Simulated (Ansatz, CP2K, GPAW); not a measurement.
## Nb: 3 runs at one level of theory

```
CELL_PARAMETERS angstrom
2.99106 0.00000 0.00000
1.49553 2.59034 0.00000
1.49553 0.86345 2.44219
ATOMIC_POSITIONS crystal
Nb 0.00000 0.00000 0.00000
```

This isn't the form of Nb at room conditions, which is bcc.

Alike in all runs: task band structure; functional LDA; k mesh 11 × 11 × 11; occupations fermi-dirac, width 0.02 eV; no spin polarisation; no spin-orbit coupling. LDA stands for any of its common fits. Pressure is positive in compression and, in plane waves, holds the error of the finite cutoff.

```csv
program and potentials,plane-wave cutoff (eV),notes,pressure (GPa)
"CP2K, GTH_POTENTIALS Nb GTH-PADE-q13; TZVP-MOLOPT-PBE-GTH basis",-,atomic basis,-10.92
"GPAW, the program's PAW data sets (release 1.2.1) made for this functional",600,-,-11.88
"Ansatz, all-electron LAPW, scalar-relativistic",-,-,?
```

Task: Estimate from the other rows what the run with Ansatz, all-electron LAPW, scalar-relativistic gave.

Result: Pressure -11.05 GPa. The other rows, which needn't bracket it: pressure -11.88 to -10.92.
